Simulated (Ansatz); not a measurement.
# Nb(110) / 3 layers Li(110) / Nb(110): resistance against film thickness, part 2 of 2

How does the resistance across the layers grow with the film in Nb(110) / 3 layers Li(110) / Nb(110)?

Ansatz 0.2.0; Ansatz plane-wave DFT, PBE, PAW files; ballistic transport by layer matching (Landauer), zero bias; PAW set soft_1.

So far. Step 4 (With 6 layers, film layers 6): The conductance of the junction is 2.7e14 S/m², 0.074 % under the 2.7e14 S/m² of the last finished run, within the error estimates, leads' steps apart, of 15 and 14 %. The estimate from the leads' steps, 68 %, is larger still.

## (5) With 8 layers, film layers 8

The stack now holds 8 film layers; the k-mesh follows the cell, and the energies span -0.27 to 0.27 eV.

System of this step: Nb(110) / 8 layers Li(110) / Nb(110). The cell holds 16 atoms: 8 Nb and 8 Li. Its edges and angles: a = 2.863 Å, b = 2.863 Å, c = 41.081 Å, α = 90.0°, β = 90.0°, γ = 109.5°. It derives from Nb and Li. Regions: lead, 8 atoms (8 Nb); films, 8 atoms (8 Li). The structure is stacked along c, and the current runs across the ab planes.

Input file input.yaml:

```yaml
crystal:
  lattice:
    - [1.65315, -2.3379071506, 0.0]
    - [1.65315, 2.3379071506, 0.0]
    - [0.0, 0.0, 41.0807705265]
  atoms:
    - { symbol: Nb, position: [0.0, 0.0, 0.0284550061] }
    - { symbol: Nb, position: [0.5, 0.5, 0.0853650183] }
    - { symbol: Nb, position: [0.0, 0.0, 0.1422750304] }
    - { symbol: Nb, position: [0.5, 0.5, 0.1991850426] }
    - { symbol: Li, position: [0.0, 0.0, 0.2616850426] }
    - { symbol: Li, position: [0.5, 0.5, 0.3297750304] }
    - { symbol: Li, position: [0.0, 0.0, 0.3978650183] }
    - { symbol: Li, position: [0.5, 0.5, 0.4659550061] }
    - { symbol: Li, position: [0.0, 0.0, 0.5340449939] }
    - { symbol: Li, position: [0.5, 0.5, 0.6021349817] }
    - { symbol: Li, position: [0.0, 0.0, 0.6702249696] }
    - { symbol: Li, position: [0.5, 0.5, 0.7383149574] }
    - { symbol: Nb, position: [0.0, 0.0, 0.8008149574] }
    - { symbol: Nb, position: [0.5, 0.5, 0.8577249696] }
    - { symbol: Nb, position: [0.0, 0.0, 0.9146349817] }
    - { symbol: Nb, position: [0.5, 0.5, 0.9715449939] }
kpoints:
  mp_grid: { grid: [14, 14, 1] }
hamiltonian:
  xc: pbe
  pseudopotentials: { kind: paw, azcp: { folder: soft_1 } }
scf:
  occupations: { method: fermi_dirac, width: 0.1 }
output:
  transmission:
    leads: [[0, 1]]
    kmesh: [26, 26]
    e_range: [-0.27, 0.27]
    de: 0.036
  write_potential: true
  write_density: true
  volumetric_format: npy
```

Launch:

```sh
> ansatz run input.yaml --threads 4 --pin off --max-ram 8192MiB --backend cpu --events-out ev --progress --plain --runs-dir out
```

The job ended after 3.2 min (4 threads of Arm Neoverse V2, shared host; peak memory 1.4 GiB; 11 min of CPU time).

This step gave:

```
free energy                                                                : -38055.3364 eV
energy at zero smearing                                                    : -38055.0857 eV
Fermi energy                                                               : 8.515 eV
step of the lead's potential                                               : 4.1 meV
conductance of the junction                                                : 2.73e14 S/m²
junction conductance per cell                                              : 0.2723 G₀
estimated errors of the junction's conductance                             : 0.5, 0.4, 13.7, 6.4, 1.9 % (energy step, band edges, k-mesh, leads' steps, distance from neutral)
area resistance that the stack adds (contact term taken off, spin by spin) : 3.121 fΩ m²
```

Per spin. The transmission, zone mean by energy, zero at the Fermi level:

| energy (eV) | transmission, zone mean |
| --- | --- |
| -0.270 | 0.316 |
| -0.234 | 0.310 |
| -0.198 | 0.316 |
| -0.162 | 0.307 |
| -0.126 | 0.281 |
| -0.090 | 0.284 |
| -0.054 | 0.285 |
| -0.018 | 0.279 |
| 0.018 | 0.278 |
| 0.054 | 0.250 |
| 0.090 | 0.228 |
| 0.126 | 0.239 |
| 0.162 | 0.247 |
| 0.198 | 0.223 |
| 0.234 | 0.220 |
| 0.270 | 0.208 |

The conductance of the junction is 2.7e14 S/m², 0.71 % over the 2.7e14 S/m² of the last finished run, within the error estimates, leads' steps apart, of 14 and 14 %.

## (6) With 10 layers, film layers 10

The stack now holds 10 film layers; the k-mesh follows the cell, and the energies span -0.27 to 0.27 eV.

System of this step: Nb(110) / 10 layers Li(110) / Nb(110). The cell holds 18 atoms: 8 Nb and 10 Li. Cell: a = 2.863 Å, b = 2.863 Å, c = 46.675 Å, α = 90.0°, β = 90.0°, γ = 109.5°. It derives from Nb and Li. Regions: lead, 8 atoms (8 Nb); films, 10 atoms (10 Li). The structure is stacked along c, and the current runs across the ab planes.

input.yaml, the sections that differ from step 5:

```yaml
crystal:
  lattice:
    - [1.65315, -2.3379071506, 0.0]
    - [1.65315, 2.3379071506, 0.0]
    - [0.0, 0.0, 46.6751488569]
  atoms:
    - { symbol: Nb, position: [0.0, 0.0, 0.0250444531] }
    - { symbol: Nb, position: [0.5, 0.5, 0.0751333592] }
    - { symbol: Nb, position: [0.0, 0.0, 0.1252222654] }
    - { symbol: Nb, position: [0.5, 0.5, 0.1753111715] }
    - { symbol: Li, position: [0.0, 0.0, 0.2303200621] }
    - { symbol: Li, position: [0.5, 0.5, 0.2902489372] }
    - { symbol: Li, position: [0.0, 0.0, 0.3501778123] }
    - { symbol: Li, position: [0.5, 0.5, 0.4101066874] }
    - { symbol: Li, position: [0.0, 0.0, 0.4700355625] }
    - { symbol: Li, position: [0.5, 0.5, 0.5299644375] }
    - { symbol: Li, position: [0.0, 0.0, 0.5898933126] }
    - { symbol: Li, position: [0.5, 0.5, 0.6498221877] }
    - { symbol: Li, position: [0.0, 0.0, 0.7097510628] }
    - { symbol: Li, position: [0.5, 0.5, 0.7696799379] }
    - { symbol: Nb, position: [0.0, 0.0, 0.8246888285] }
    - { symbol: Nb, position: [0.5, 0.5, 0.8747777346] }
    - { symbol: Nb, position: [0.0, 0.0, 0.9248666408] }
    - { symbol: Nb, position: [0.5, 0.5, 0.9749555469] }
# kpoints, hamiltonian, scf, output: as in step 5
```

It took 3.7 min on 4 threads; peak memory 1.6 GiB; 13 min of CPU time.

Numbers from this step:

```yaml
free_energy: -38464.6579 eV
energy_at_zero_smearing: -38464.3935 eV
fermi_energy: 7.593 eV
estimated_errors_of_the_lead_s_conductance: 0, 5.1, 2.1 % (band edges, k-mesh, distance from neutral)
conductance_of_the_junction: 2.70e14 S/m²
junction_conductance_per_cell: 0.2693 G₀
estimated_errors_of_the_junction_s_conductance: 0.2, 0.3, 14.6, 242.7, 0.9 % (energy step, band edges, k-mesh, leads' steps, distance from neutral)
area_resistance_that_the_stack_adds_contact_term_taken_off_spin_by_spin: 3.162 fΩ m²
```

Per spin. Table of transmission, zone mean by energy, zero at the Fermi level:

| energy (eV) | transmission, zone mean |
| --- | --- |
| -0.270 | 0.283 |
| -0.234 | 0.308 |
| -0.198 | 0.331 |
| -0.162 | 0.317 |
| -0.126 | 0.300 |
| -0.090 | 0.273 |
| -0.054 | 0.270 |
| -0.018 | 0.274 |
| 0.018 | 0.267 |
| 0.054 | 0.260 |
| 0.090 | 0.255 |
| 0.126 | 0.229 |
| 0.162 | 0.227 |
| 0.198 | 0.233 |
| 0.234 | 0.222 |
| 0.270 | 0.225 |

The conductance of the junction is 2.7e14 S/m², 1.1 % under the 2.7e14 S/m² of the last finished run, within the error estimates, leads' steps apart, of 14 and 15 %. The estimate from the leads' steps, 243 %, is larger still.

## (7) The ladder

Times are for 4 threads of Arm Neoverse V2, shared host. The runs compared:

| no. | film layers | area resistance that the stack adds (contact term taken off, spin by spin) (fΩ m²) | conductance of the junction (S/m²) | time | memory (GiB) |
| --- | --- | --- | --- | --- | --- |
| 1 | 3 | 3.059 | 2.78e14 | 4.9 min | 1.1 |
| 2 | 5 | 3.143 | 2.71e14 | 2.8 min | 1.2 |
| 3 | 6 | 3.147 | 2.71e14 | 2.7 min | 1.2 |
| 4 | 8 | 3.121 | 2.73e14 | 3.2 min | 1.4 |
| 5 | 10 | 3.162 | 2.70e14 | 3.7 min | 1.6 |

## (8) Outcome

```yaml
area_resistance_3_layers: 3.06 fΩ m²
area_resistance_5_layers: 3.14 fΩ m²
area_resistance_6_layers: 3.15 fΩ m²
area_resistance_8_layers: 3.12 fΩ m²
area_resistance_10_layers: 3.16 fΩ m²
```

What this shows: The stack adds 3.1 fΩ m² with 3 layers and 3.2 fΩ m² with 10. From 5 layers on no step exceeds the two runs' error estimates together, as expected where only the two interfaces scatter; half the mean, 1.6 fΩ m², is a rough coherent figure for one interface. Atoms sit on ideal sites and aren't relaxed. The program's error estimate for the conductance, leads' steps apart, is near 15 %. The program's estimate of the error from the leads' steps alone runs to 723 %, although the steps are small; only longer leads would test it. Li(110) is compressed by 5.8 % in plane to fit Nb(110), at its own atomic volume. 1 further run is left out: refused by the program, or repeats without effect or without named leads.

[Logs are printed without paths, hosts, clocks, repeated set-up lines and the standing remarks that a program may print on its own settings, such as how far it seeks lower states.]

[Hosts, paths, dates, database ids (printed as entryN), source tags and the programs' standing remarks are cut or masked in the printed files.]
